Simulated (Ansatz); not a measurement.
Crystal: FeO (Wuestite).

```
Fe O
1.0
     0.00000    2.15540    2.15540
     2.15540    0.00000    2.15540
     2.15540    2.15540    0.00000
Fe O
1 1
Direct
  0.00000 0.00000 0.00000
  0.50000 0.50000 0.50000
```

- Program: Ansatz 0.2.0
- Task: single point
- Functional: PBE
- Potentials or basis: all-electron LAPW, scalar-relativistic
- Cutoff: 349 eV (chosen from the basis error)
- Basis error allowed: 0.001 eV/atom
- k mesh: 11 × 11 × 11
- Occupations: fermi-dirac, width 0.05 eV
- Spin: collinear spin, ferromagnetic start
- Starting moments: [3.0, 0.0] μB

On this cell: pressure -0.3 GPa; largest force zero by symmetry; net moment 4.00 μB per cell; site moments Fe +3.62; O +0.32 μB; band gap on the k mesh none (metal or under the smearing width).

The same run follows on a disturbed copy (atoms moved at random, drawn with an rms of 0.05 Å):

```xyz
2
Lattice="0.0000 2.1554 2.1554 2.1554 0.0000 2.1554 2.1554 2.1554 0.0000" Properties=species:S:1:pos:R:3 pbc="T T T"
Fe    0.0449    0.0680    0.0221
O     2.1631    2.1655    2.2137
```

Problem. What changes?

Solution. The energy (extrapolated to zero smearing) moves by +4.5 meV/atom; pressure 0.2 GPa; largest force 0.232 eV/Å; net moment 4.00 μB per cell; site moments Fe +3.60; O +0.32 μB; band gap on the k mesh none (metal or under the smearing width).

Forces on the atoms (eV/Å):
```
Fe  -0.109 -0.174  0.106
O    0.109  0.174 -0.106
```

Stress tensor (GPa, compression positive):
```
 0.03 -0.16  0.10
-0.16  0.57  0.16
 0.10  0.16  0.01
```

Caveats: a cell with one magnetic atom can't hold antiferromagnetic order, which such compounds often take; semilocal functionals often make such compounds metallic where correlation or magnetic order opens a gap, which also shifts bond lengths.
